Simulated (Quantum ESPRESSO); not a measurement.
# Cr (Cmcm) in Quantum ESPRESSO: single point with PBEsol

Aim: the single point of Cr with PBEsol.

Program: Quantum ESPRESSO 7.5. These are calculated values, not measurements. Logs are shortened: lines on timing, memory, paths and dates and some standing lists are left out, and cuts for length are marked.

### Step 1. The undisturbed crystal

Symmetry: Cmcm, No. 63, orthorhombic system. Conventional cell: a = 2.294 Å, b = 4.934 Å, c = 4.064 Å, α = 90.00°, β = 90.00°, γ = 90.00°. Around Cr (site symmetry m2m) lie 8 Cr at 2.29 to 2.62 Å.

This isn't the form of Cr at room conditions, which is bcc.

### Step 2. Single point, PBEsol, collinear spin, ferromagnetic start (atoms moved at random, drawn with an rms of 0.05 Å)

File pw.in:

```
&CONTROL
  calculation = 'scf'
  prefix = 'pwscf'
  outdir = './tmp'
  pseudo_dir = './pseudo'
  tprnfor = .true.
  tstress = .true.
  disk_io = 'nowf'
/
&SYSTEM
  ibrav = 0
  nat = 2
  ntyp = 1
  ecutwfc = 45
  ecutrho = 360
  nbnd = 24
  occupations = 'smearing'
  smearing = 'fd'
  degauss = 0.00367493
  nspin = 2
  starting_magnetization(1) = 0.2143
/
&ELECTRONS
  conv_thr = 4d-10
  electron_maxstep = 120
  mixing_beta = 0.3
/
ATOMIC_SPECIES
Cr    51.9961 cr_pbesol_v1.5.uspp.F.UPF
CELL_PARAMETERS angstrom
   1.1470505050   -2.4670251200    0.0000000000
   1.1470505050    2.4670251200    0.0000000000
   0.0000000000    0.0000000000    4.0643107400
ATOMIC_POSITIONS crystal
Cr     0.8802440000    0.1379880000    0.7407450000
Cr     0.0901360000    0.8495590000    0.2571210000
K_POINTS automatic
13 13 7 0 0 0
```

Potentials or basis: GBRV 1.5 PBEsol.

Launch:

```
$ OMP_NUM_THREADS=1 mpirun -n 2 pw.x -nk 2 -in pw.in > pw.out
```

pw.out:

```text
This program is part of the open-source Quantum ESPRESSO suite
     for quantum simulation of materials; please cite
[... 10 lines left out ...]
     --------------------
     sticks:   dense  smooth     PW     G-vecs:    dense   smooth      PW
     Sum         585     287    109                17947     6303    1403

     Using Slab Decomposition

     bravais-lattice index     =            0
     lattice parameter (alat)  =       5.1413  a.u.
     unit-cell volume          =     155.2278 (a.u.)^3
     number of atoms/cell      =            2
     number of atomic types    =            1
     number of electrons       =        28.00
     number of Kohn-Sham states=           24
     kinetic-energy cutoff     =      45.0000  Ry
     charge density cutoff     =     360.0000  Ry
     scf convergence threshold =      4.0E-10
     mixing beta               =       0.3000
     number of iterations used =            8  plain     mixing
     Exchange-correlation= SLA  PW   PSX  PSC
                           (   1   4  10   8   0   0   0)

     celldm(1)=   5.141284  celldm(2)=   0.000000  celldm(3)=   0.000000
     celldm(4)=   0.000000  celldm(5)=   0.000000  celldm(6)=   0.000000

     crystal axes: (cart. coord. in units of alat)
               a(1) = (   0.421609  -0.906778   0.000000 )
               a(2) = (   0.421609   0.906778   0.000000 )
               a(3) = (   0.000000   0.000000   1.493875 )

     reciprocal axes: (cart. coord. in units 2 pi/alat)
               b(1) = (  1.185933 -0.551403  0.000000 )
               b(2) = (  1.185933  0.551403 -0.000000 )
               b(3) = ( -0.000000  0.000000  0.669400 )

     PseudoPot. # 1 for Cr read from file:
     cr_pbesol_v1.5.uspp.F.UPF
     Pseudo is Ultrasoft + core correction, Zval = 14.0
     Generated by new atomic code, or converted to UPF format
     Using radial grid of  857 points,  6 beta functions with:
                l(1) =   0
                l(2) =   0
                l(3) =   1
                l(4) =   1
                l(5) =   2
                l(6) =   2
     Q(r) pseudized with  8 coefficients,  rinner =    0.950   0.950   0.950
                                                       0.950   0.950

     atomic species   valence    mass     pseudopotential
     Cr               14.00    51.99610     Cr( 1.00)

     Starting magnetic structure
     atomic species   magnetization
     Cr              0.214

     No symmetry found

   Cartesian axes

     site n.     atom                  positions (alat units)
         1        Cr     tau(   1) = (   0.4292957  -0.6730612   1.1065803  )
         2        Cr     tau(   2) = (   0.3961838   0.6886279   0.3841066  )

     number of k points=   592  Fermi-Dirac smearing, width (Ry)=  0.0037

     Number of k-points >= 100: set verbosity='high' to print them.

     Dense  grid:    17947 G-vectors     FFT dimensions: (  32,  32,  48)

     Smooth grid:     6303 G-vectors     FFT dimensions: (  24,  24,  36)

     Check: negative core charge=   -0.000013
     Generating pointlists ...
     new r_m :   0.3478 (alat units)  1.7883 (a.u.) for type    1

     Initial potential from superposition of free atoms

     starting charge      26.0000, renormalised to      28.0000

     negative rho (up, down):  6.201E-04 4.012E-04
     Starting wfcs are   20 randomized atomic wfcs +    4 random wfcs

     Self-consistent Calculation

     iteration #  1     ecut=    45.00 Ry     beta= 0.30
     Davidson diagonalization with overlap
     ethr =  1.00E-02,  avg # of iterations =  5.5

     negative rho (up, down):  8.982E-04 1.186E-03

     total energy              =    -350.18554200 Ry
     estimated scf accuracy    <       4.12348855 Ry

     total magnetization       =     1.63 Bohr mag/cell
     absolute magnetization    =     1.63 Bohr mag/cell

     iteration #  2     ecut=    45.00 Ry     beta= 0.30
     Davidson diagonalization with overlap
     ethr =  1.00E-02,  avg # of iterations =  2.0

     negative rho (up, down):  5.695E-04 1.876E-03

     total energy              =    -350.61991503 Ry
     estimated scf accuracy    <       0.25369293 Ry

     total magnetization       =     2.09 Bohr mag/cell
     absolute magnetization    =     2.10 Bohr mag/cell

     iteration #  3     ecut=    45.00 Ry     beta= 0.30
     Davidson diagonalization with overlap
     ethr =  9.06E-04,  avg # of iterations =  2.3

     negative rho (up, down):  5.335E-05 1.815E-03

     total energy              =    -350.69558034 Ry
     estimated scf accuracy    <       0.04808259 Ry

     total magnetization       =     1.95 Bohr mag/cell
     absolute magnetization    =     1.96 Bohr mag/cell

     iteration #  4     ecut=    45.00 Ry     beta= 0.30
     Davidson diagonalization with overlap
     ethr =  1.72E-04,  avg # of iterations =  2.4

     negative rho (up, down):  3.210E-05 1.829E-03

     total energy              =    -350.70274053 Ry
     estimated scf accuracy    <       0.07258400 Ry

     total magnetization       =     1.03 Bohr mag/cell
     absolute magnetization    =     1.05 Bohr mag/cell

     iteration #  5     ecut=    45.00 Ry     beta= 0.30
     Davidson diagonalization with overlap
     ethr =  1.72E-04,  avg # of iterations =  2.1

     negative rho (up, down):  8.541E-05 1.196E-03

     total energy              =    -350.72555316 Ry
     estimated scf accuracy    <       0.01594324 Ry

     total magnetization       =     0.56 Bohr mag/cell
     absolute magnetization    =     0.58 Bohr mag/cell

     iteration #  6     ecut=    45.00 Ry     beta= 0.30
     Davidson diagonalization with overlap
     ethr =  5.69E-05,  avg # of iterations =  1.7

     negative rho (up, down):  2.758E-04 1.003E-03

     total energy              =    -350.73027703 Ry
     estimated scf accuracy    <       0.00099127 Ry

     total magnetization       =     0.23 Bohr mag/cell
     absolute magnetization    =     0.25 Bohr mag/cell

     iteration #  7     ecut=    45.00 Ry     beta= 0.30
     Davidson diagonalization with overlap
     ethr =  3.54E-06,  avg # of iterations =  3.5

     negative rho (up, down):  3.339E-04 9.440E-04

     total energy              =    -350.73106430 Ry
     estimated scf accuracy    <       0.00898327 Ry

     total magnetization       =     0.31 Bohr mag/cell
     absolute magnetization    =     0.32 Bohr mag/cell

     iteration #  8     ecut=    45.00 Ry     beta= 0.30
     Davidson diagonalization with overlap
     ethr =  3.54E-06,  avg # of iterations =  1.0

     negative rho (up, down):  6.013E-04 5.935E-04

     total energy              =    -350.72945984 Ry
     estimated scf accuracy    <       0.00359014 Ry

     total magnetization       =     0.30 Bohr mag/cell
     absolute magnetization    =     0.31 Bohr mag/cell

     iteration #  9     ecut=    45.00 Ry     beta= 0.30
     Davidson diagonalization with overlap
     ethr =  3.54E-06,  avg # of iterations =  2.2

     negative rho (up, down):  6.095E-04 5.879E-04

     total energy              =    -350.73148522 Ry
     estimated scf accuracy    <       0.00006036 Ry

     total magnetization       =    -0.01 Bohr mag/cell
     absolute magnetization    =     0.02 Bohr mag/cell

     iteration # 10     ecut=    45.00 Ry     beta= 0.30
     Davidson diagonalization with overlap
     ethr =  2.16E-07,  avg # of iterations =  1.4

     negative rho (up, down):  5.950E-04 6.003E-04

     total energy              =    -350.73149340 Ry
     estimated scf accuracy    <       0.00002918 Ry

     total magnetization       =    -0.00 Bohr mag/cell
     absolute magnetization    =     0.02 Bohr mag/cell

     iteration # 11     ecut=    45.00 Ry     beta= 0.30
     Davidson diagonalization with overlap
     ethr =  1.04E-07,  avg # of iterations =  1.5

     negative rho (up, down):  5.902E-04 6.010E-04

     total energy              =    -350.73150748 Ry
     estimated scf accuracy    <       0.00000241 Ry

     total magnetization       =     0.02 Bohr mag/cell
     absolute magnetization    =     0.02 Bohr mag/cell

     iteration # 12     ecut=    45.00 Ry     beta= 0.30
     Davidson diagonalization with overlap
     ethr =  8.60E-09,  avg # of iterations =  2.0

     negative rho (up, down):  5.957E-04 5.955E-04

     total energy              =    -350.73150922 Ry
     estimated scf accuracy    <       0.00000082 Ry

     total magnetization       =     0.01 Bohr mag/cell
     absolute magnetization    =     0.01 Bohr mag/cell

     iteration # 13     ecut=    45.00 Ry     beta= 0.30
     Davidson diagonalization with overlap
     ethr =  2.94E-09,  avg # of iterations =  2.0

     negative rho (up, down):  5.964E-04 5.947E-04

     total energy              =    -350.73151055 Ry
     estimated scf accuracy    <       0.00000008 Ry

     total magnetization       =     0.00 Bohr mag/cell
     absolute magnetization    =     0.00 Bohr mag/cell

     iteration # 14     ecut=    45.00 Ry     beta= 0.30
     Davidson diagonalization with overlap
     ethr =  2.71E-10,  avg # of iterations =  2.0

     negative rho (up, down):  5.954E-04 5.957E-04

     total energy              =    -350.73151063 Ry
     estimated scf accuracy    <       0.00000003 Ry

     total magnetization       =    -0.00 Bohr mag/cell
     absolute magnetization    =     0.00 Bohr mag/cell

     iteration # 15     ecut=    45.00 Ry     beta= 0.30
     Davidson diagonalization with overlap
     ethr =  9.41E-11,  avg # of iterations =  1.5

     negative rho (up, down):  5.958E-04 5.955E-04

     total energy              =    -350.73151066 Ry
     estimated scf accuracy    <          3.1E-09 Ry

     total magnetization       =     0.00 Bohr mag/cell
     absolute magnetization    =     0.00 Bohr mag/cell

     iteration # 16     ecut=    45.00 Ry     beta= 0.30
     Davidson diagonalization with overlap
     ethr =  1.10E-11,  avg # of iterations =  2.0

     negative rho (up, down):  5.958E-04 5.955E-04

     total energy              =    -350.73151066 Ry
     estimated scf accuracy    <          7.4E-10 Ry

     total magnetization       =    -0.00 Bohr mag/cell
     absolute magnetization    =     0.00 Bohr mag/cell

     iteration # 17     ecut=    45.00 Ry     beta= 0.30
     Davidson diagonalization with overlap
     ethr =  2.63E-12,  avg # of iterations =  1.2

     negative rho (up, down):  5.958E-04 5.955E-04

     total energy              =    -350.73151066 Ry
     estimated scf accuracy    <          1.0E-09 Ry

     total magnetization       =     0.00 Bohr mag/cell
     absolute magnetization    =     0.00 Bohr mag/cell

     iteration # 18     ecut=    45.00 Ry     beta= 0.30
     Davidson diagonalization with overlap
     ethr =  2.63E-12,  avg # of iterations =  1.0

     negative rho (up, down):  5.956E-04 5.956E-04

     total energy              =    -350.73151066 Ry
     estimated scf accuracy    <          7.8E-10 Ry

     total magnetization       =    -0.00 Bohr mag/cell
     absolute magnetization    =     0.00 Bohr mag/cell

     iteration # 19     ecut=    45.00 Ry     beta= 0.30
     Davidson diagonalization with overlap
     ethr =  2.63E-12,  avg # of iterations =  1.7

     negative rho (up, down):  5.956E-04 5.956E-04

     Magnetic moment per site  (integrated on atomic sphere of radius R)
     atom   1 (R=0.348)  charge= 11.8258  magn=  0.0000
     atom   2 (R=0.348)  charge= 11.8258  magn=  0.0000

     End of self-consistent calculation

     Number of k-points >= 100: set verbosity='high' to print the bands.

     the Fermi energy is    19.4062 ev

!    total energy              =    -350.73151066 Ry
     estimated scf accuracy    <          7.1E-12 Ry
     smearing contrib. (-TS)   =      -0.00157806 Ry
     internal energy E=F+TS    =    -350.72993261 Ry

     The total energy is F=E-TS. E is the sum of the following terms:
     one-electron contribution =    -115.87239441 Ry
     hartree contribution      =      74.01955325 Ry
     xc contribution           =     -44.49000963 Ry
     ewald contribution        =    -264.38708182 Ry

     total magnetization       =     0.00 Bohr mag/cell
     absolute magnetization    =     0.00 Bohr mag/cell

     convergence has been achieved in  19 iterations

     negative rho (up, down):  5.956E-04 5.956E-04

     Forces acting on atoms (cartesian axes, Ry/au):

     atom    1 type  1   force =     0.01993332    0.01112825    0.02472769
     atom    2 type  1   force =    -0.01993332   -0.01112825   -0.02472769

     Total force =     0.047595     Total SCF correction =     0.000003

     Computing stress (Cartesian axis) and pressure

     negative rho (up, down):  5.956E-04 5.956E-04
          total   stress  (Ry/bohr**3)                   (kbar)     P=      -13.23
  -0.00006230   0.00029638   0.00007212           -9.17       43.60       10.61
   0.00029638  -0.00031651  -0.00003715           43.60      -46.56       -5.47
   0.00007212  -0.00003715   0.00010896           10.61       -5.47       16.03

=------------------------------------------------------------------------------=
   JOB DONE.
=------------------------------------------------------------------------------=
```

It took 6.1 min on 2 MPI ranks of Arm Neoverse V1, shared host; peak memory 0.5 GiB.

Results:

```
Free energy                                           : -4771.9453 eV
Pressure                                              : -1.3 GPa
Largest force                                         : 0.865 eV/Å
Band gap on the k mesh                                : none (metal or under the smearing width)
Net moment                                            : 0.00 μB per cell
Absolute moment                                       : 0.00 μB per cell
Valence electrons inside the program's atomic spheres : Cr 11.83
```

Forces on the atoms (eV/Å):
```
Cr   0.513  0.286  0.636
Cr  -0.513 -0.286 -0.636
```

Caveat: the starting moments collapsed, and a magnetic state may lie lower.
